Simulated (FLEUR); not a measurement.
# Sn (I4/mmm) in FLEUR: further runs, part 2 of 2

FLEUR MaX-R8.1 (later development tree). Earlier steps stand in the parts before.

**3. Equation of state, SCAN, 25.71 Å³/atom (volume scaled by 0.94)**

Contents of inp.xml:

```xml
<?xml version="1.0" encoding="UTF-8" standalone="no"?>
<fleurInput fleurInputVersion="0.39">
   <comment>
      Sn                                                                                                  
   </comment>
   <calculationSetup>
      <cutoffs Kmax="4.1" Gmax="12.7" GmaxXC="12.7" numbands="0"/>
      <scfLoop itmax="80" minDistance="0.0001" maxIterBroyd="30" imix="Anderson" alpha="0.05" precondParam="0.0" spinf="2.0" sdNocoIR="T"/>
      <coreElectrons ctail="F" frcor="F" kcrel="0" coretail_lmax="0"/>
      <xcFunctional name="LibXC" relativisticCorrections="F">
         <LibXCName exchange="mgga_x_scan" correlation="mgga_c_scan"/>
         <AuxGGA exchange="117" correlation="130"/>
      </xcFunctional>
      <magnetism jspins="1"/>
      <soc l_soc="F" theta="0.0" phi="0.0" spav="F"/>
      <expertModes spex="0" secvar="F"/>
      <geometryOptimization l_f="F" forcealpha="1.0" forcemix="BFGS" epsdisp="0.00001" epsforce="0.00001"/>
      <ldaU l_linMix="F" mixParam="0.05" spinf="1.0"/>
   </calculationSetup>
   <cell>
      <bzIntegration valenceElectrons="22.0" mode="hist" fermiSmearingEnergy="0.00183747">
         <kPointListSelection listName="default-1"/>
         <!-- k-points included here -->
         <xi:include xmlns:xi="http://www.w3.org/2001/XInclude" href="kpts.xml"> </xi:include>
      </bzIntegration>
      <!-- symmetry operations included here -->
      <xi:include xmlns:xi="http://www.w3.org/2001/XInclude" href="sym.xml"> </xi:include>
      <bulkLattice scale="0.9795861087">
         <bravaisMatrix>
            <row-1>   -3.8346122417283861     3.8346122417283861     3.1383815390375442</row-1>
            <row-2>    3.8346122417283861    -3.8346122417283861     3.1383815390375442</row-2>
            <row-3>    3.8346122417283861     3.8346122417283861    -3.1383815390375442</row-3>
         </bravaisMatrix>
      </bulkLattice>
   </cell>
   <atomSpecies>
      <species name="Tin (Sn)" element="Sn" atomicNumber="50">
         <mtSphere radius="2.66" gridPoints="879" logIncrement="0.015"/>
         <atomicCutoffs lmax="10" lnonsphr="10"/>
         <electronConfig flipSpins="F">
            <coreConfig>(1s1/2) (2s1/2) (2p1/2) (2p3/2) (3s1/2) (3p1/2) (3p3/2) (3d3/2) (3d5/2)</coreConfig>
            <valenceConfig>(4s1/2) (4p1/2) (4p3/2) (5s1/2) (4d3/2) (4d5/2) (5p1/2) (5p3/2)</valenceConfig>
            <stateOccupation state="(5p1/2)" spinUp="0.333333" spinDown="0.333333"/>
            <stateOccupation state="(5p3/2)" spinUp="0.666667" spinDown="0.666667"/>
         </electronConfig>
         <energyParameters s="5" p="5" d="4" f="4"/>
         <lo type="SCLO" l="0" n="4" eDeriv="0"/>
         <lo type="SCLO" l="1" n="4" eDeriv="0"/>
         <lo type="SCLO" l="1" n="4" eDeriv="1"/>
         <lo type="SCLO" l="2" n="4" eDeriv="2"/>
         <lo type="SCLO" l="3" n="4" eDeriv="2"/>
      </species>
   </atomSpecies>
   <atomGroups>
      <atomGroup species="Tin (Sn)">
         <relPos label="                   1">.0000000000 .0000000000 .0000000000</relPos>
         <force calculate="T" relaxXYZ="TTT"/>
      </atomGroup>
   </atomGroups>
   <output dos="F" band="F" slice="F">
      <checks vchk="F" cdinf="F"/>
      <bandDOS minEnergy="-.5*Htr" maxEnergy="0.5*Htr" sigma="0.015" storeEVData="T"/>
      <vacuumDOS vacdos="F" integ="F" star="F" nstars="0" locx1="0.0" locy1="0.0" locx2="0.0" locy2="0.0" nstm="0" tworkf="0.0"/>
      <unfoldingBand unfoldBand="F" supercellX="1" supercellY="1" supercellZ="1"/>
      <plotting iplot="0" polar="F">
         <plot TwoD="T" vec1="  1.0  0.0  0.0" vec2="  0.0  1.0  0.0" vec3="  0.0  0.0  1.0" zero="  0.0  0.0  0.0" file="plot"/>
      </plotting>
      <chargeDensitySlicing numkpt="0" minEigenval="0.0" maxEigenval="0.0" nnne="0" pallst="F"/>
      <specialOutput eonly="F"/>
      <moessbauerParams electricFieldGradient="T" isomerShift="T" coreHyperfine="T" valenceHyperfine="T"/>
      <magneticCircularDichroism mcd="F" energyLo="-10.0" energyUp="0.0"/>
   </output>
  <!-- We include the file relax.xml here to enable relaxations (see documentation) -->
  <xi:include xmlns:xi="http://www.w3.org/2001/XInclude" href="relax.xml"> <xi:fallback/> </xi:include>
</fleurInput>
```

Potentials or basis: all-electron, FLAPW.

On the command line:

```console
$ inpgen -f crystal.txt -profile fastHighL
$ # inp.xml edited to the form shown
$ fleur_MPI
```

Output:

```text
Welcome to FLEUR        (www.flapw.de)
      MaX-Release 8.1          (www.max-centre.eu)
 func_ids         267         263         267         263
 MetaGGA potential functional detected - V_tau will be computed
 Auxiliary Potential for radial basis: exchange=         117  correlation=         130
The functional 'SCAN exchange of Sun, Ruzsinszky, and Perdew' is an exchange functional, it belongs to the 'MGGA' family and is defined in the reference(s):
[1] J. Sun, A. Ruzsinszky, and J. P. Perdew.,  Phys. Rev. Lett. 115, 036402 (2015)
The functional 'SCAN correlation of Sun, Ruzsinszky, and Perdew' is a correlation functional, it belongs to the 'MGGA' family and is defined in the reference(s):
[1] J. Sun, A. Ruzsinszky, and J. P. Perdew.,  Phys. Rev. Lett. 115, 036402 (2015)
 Using same functional for VXC and EXC

 ========== k-point set info ==========
 Selected k-point list: default-1
 k-point list type: mesh
[... 33 lines left out ...]
[1] J. P. Perdew, K. Burke, and M. Ernzerhof.,  Phys. Rev. Lett. 77, 3865 (1996)
[2] J. P. Perdew, K. Burke, and M. Ernzerhof.,  Phys. Rev. Lett. 78, 1396 (1997)
 Using same functional for VXC and EXC
 Iteration:     3   Distance:      23.16925649 me/bohr^3
The functional 'Hammer, Hansen, and Norskov' is an exchange functional, it belongs to the 'GGA' family and is defined in the reference(s):
[1] B. Hammer, L. B. Hansen, and J. K. Nørskov.,  Phys. Rev. B 59, 7413 (1999)
[... 61 lines left out ...]
The functional 'Hammer, Hansen, and Norskov' is an exchange functional, it belongs to the 'GGA' family and is defined in the reference(s):
[1] B. Hammer, L. B. Hansen, and J. K. Nørskov.,  Phys. Rev. B 59, 7413 (1999)
The functional 'Perdew, Burke & Ernzerhof' is a correlation functional, it belongs to the 'GGA' family and is defined in the reference(s):
[1] J. P. Perdew, K. Burke, and M. Ernzerhof.,  Phys. Rev. Lett. 77, 3865 (1996)
[2] J. P. Perdew, K. Burke, and M. Ernzerhof.,  Phys. Rev. Lett. 78, 1396 (1997)
 Using same functional for VXC and EXC
 Iteration:    13   Distance:       0.00012002 me/bohr^3
The functional 'Hammer, Hansen, and Norskov' is an exchange functional, it belongs to the 'GGA' family and is defined in the reference(s):
[1] B. Hammer, L. B. Hansen, and J. K. Nørskov.,  Phys. Rev. B 59, 7413 (1999)
The functional 'Perdew, Burke & Ernzerhof' is a correlation functional, it belongs to the 'GGA' family and is defined in the reference(s):
[1] J. P. Perdew, K. Burke, and M. Ernzerhof.,  Phys. Rev. Lett. 77, 3865 (1996)
[2] J. P. Perdew, K. Burke, and M. Ernzerhof.,  Phys. Rev. Lett. 78, 1396 (1997)
 Using same functional for VXC and EXC
 Iteration:    14   Distance:       0.00006703 me/bohr^3

 ********************************************************************
 Run finished successfully
 Stop message:
   all done
 ********************************************************************
```

out.xml (last iteration):

```text
<iteration numberForCurrentRun="   14" overallNumber="   14">
         <energyParameters units="Htr">
            <atomicEP atomType="1" spin="1" branch="5s" branchLowest="-4.44" branchHighest="0.71" value="0.0402510840"/>
            <atomicEP atomType="1" spin="1" branch="5p" branchLowest="-2.82" branchHighest="1.32" value="0.2579957628"/>
            <atomicEP atomType="1" spin="1" branch="4d" branchLowest="-16.90" branchHighest="-0.44" value="-0.4596867465"/>
[... 88 lines left out ...]
            </atomTypeDependentContributions>
            <tkbTimesEntropy value="0.0001288874"/>
            <freeEnergy value="-6179.6007102632"/>
            <extrapolationTo0K value="-6179.6006458195"/>
         </totalEnergy>
         <densityConvergence units="me/bohr^3">
            <chargeDensity spin="1" distance="0.0000670327"/>
         </densityConvergence>
      </iteration>
```

Run time: 37 s. Hardware: 1 thread of Arm Neoverse V2, shared host; peak memory 0.09 GiB.

Results:

- Free energy: -168155.5018 eV
- Band gap on the k mesh: none (metal or under the smearing width)
- Valence electrons inside the program's atomic spheres: Sn 20.25 (radii Sn 2.66 bohr)

Caveat: the meta-GGA is that of a development version, with a GGA for the radial functions and cores and without core tails.

**4. Equation of state, SCAN, 26.26 Å³/atom (volume scaled by 0.96)**

inp.xml: that of step 3 with these lines changed.

```diff
@@ -27,3 +27,3 @@
       <xi:include xmlns:xi="http://www.w3.org/2001/XInclude" href="sym.xml"> </xi:include>
-      <bulkLattice scale="0.9795861087">
+      <bulkLattice scale="0.9864848297">
          <bravaisMatrix>
```

On the command line:

```console
$ inpgen -f crystal.txt -profile fastHighL
$ # inp.xml edited to the form shown
$ fleur_MPI
```

Wall time 38 s (1 thread of Arm Neoverse V2, shared host); peak memory 0.09 GiB.

The run converged. Its results:

```yaml
Free_energy: -168155.5090 eV
Band_gap_on_the_k_mesh: none (metal or under the smearing width)
Valence_electrons_inside_the_program's_atomic_spheres: Sn 20.23 (radii Sn 2.66 bohr)
```

Caveat: the meta-GGA is that of a development version, with a GGA for the radial functions and cores and without core tails.

**5. Equation of state, SCAN, 27.35 Å³/atom**

inp.xml: that of step 4 with these lines changed.

```diff
@@ -27,3 +27,3 @@
       <xi:include xmlns:xi="http://www.w3.org/2001/XInclude" href="sym.xml"> </xi:include>
-      <bulkLattice scale="0.9864848297">
+      <bulkLattice scale="1.0000000000">
          <bravaisMatrix>
```

On the command line:

```console
$ inpgen -f crystal.txt -profile fastHighL
$ # inp.xml edited to the form shown
$ fleur_MPI
```

Run time: 40 s. Hardware: 1 thread of Arm Neoverse V2, shared host; peak memory 0.09 GiB.

The run converged. Its results:

```yaml
Free_energy: -168155.5115 eV
Band_gap_on_the_k_mesh: none (metal or under the smearing width)
Valence_electrons_inside_the_program's_atomic_spheres: Sn 20.20 (radii Sn 2.66 bohr)
```

Caveat: the meta-GGA is that of a development version, with a GGA for the radial functions and cores and without core tails.

**6. Equation of state, SCAN, 28.45 Å³/atom (volume scaled by 1.04)**

inp.xml: that of step 5 with these lines changed.

```diff
@@ -27,3 +27,3 @@
       <xi:include xmlns:xi="http://www.w3.org/2001/XInclude" href="sym.xml"> </xi:include>
-      <bulkLattice scale="1.0000000000">
+      <bulkLattice scale="1.0131594038">
          <bravaisMatrix>
```

Potentials or basis: all-electron, FLAPW.

On the command line:

```console
$ inpgen -f crystal.txt -profile fastHighL
$ # inp.xml edited to the form shown
$ fleur_MPI
```

Wall time 40 s (1 thread of Arm Neoverse V2, shared host); peak memory 0.09 GiB.

The run converged. Its results:

- Free energy: -168155.5013 eV
- Band gap on the k mesh: none (metal or under the smearing width)
- Valence electrons inside the program's atomic spheres: Sn 20.17 (radii Sn 2.66 bohr)

Caveat: the meta-GGA is that of a development version, with a GGA for the radial functions and cores and without core tails.

**7. Equation of state, SCAN, 28.99 Å³/atom (volume scaled by 1.06)**

inp.xml: that of step 6 with these lines changed.

```diff
@@ -27,3 +27,3 @@
       <xi:include xmlns:xi="http://www.w3.org/2001/XInclude" href="sym.xml"> </xi:include>
-      <bulkLattice scale="1.0131594038">
+      <bulkLattice scale="1.0196128224">
          <bravaisMatrix>
```

On the command line:

```console
$ inpgen -f crystal.txt -profile fastHighL
$ # inp.xml edited to the form shown
$ fleur_MPI
```

Wall time 40 s (1 thread of Arm Neoverse V2, shared host); peak memory 0.09 GiB.

Results (log left out):

| Quantity | Value |
| --- | --- |
| Free energy | -168155.4922 eV |
| Band gap on the k mesh | none (metal or under the smearing width) |
| Valence electrons inside the program's atomic spheres | Sn 20.16 (radii Sn 2.66 bohr) |

Caveat: the meta-GGA is that of a development version, with a GGA for the radial functions and cores and without core tails.

**8. Equation of state, SCAN**

No new run: the results of the series are fitted here.

What came out:

- Equilibrium volume: 26.99 Å³/atom
- Bulk modulus at fixed shape and positions: 50 GPa

Energy against volume, from the lowest point:
| volume (Å³/atom) | energy (meV/atom) |
| --- | --- |
| 25.712 | 9.73 |
| 26.259 | 2.53 |
| 27.353 | 0.00 |
| 28.448 | 10.25 |
| 28.995 | 19.34 |

Caveat: the meta-GGA is that of a development version, with a GGA for the radial functions and cores and without core tails; the cell was scaled at fixed shape and fractional positions, which overstates the stiffness of a crystal with free parameters, most of all of layers and chains.
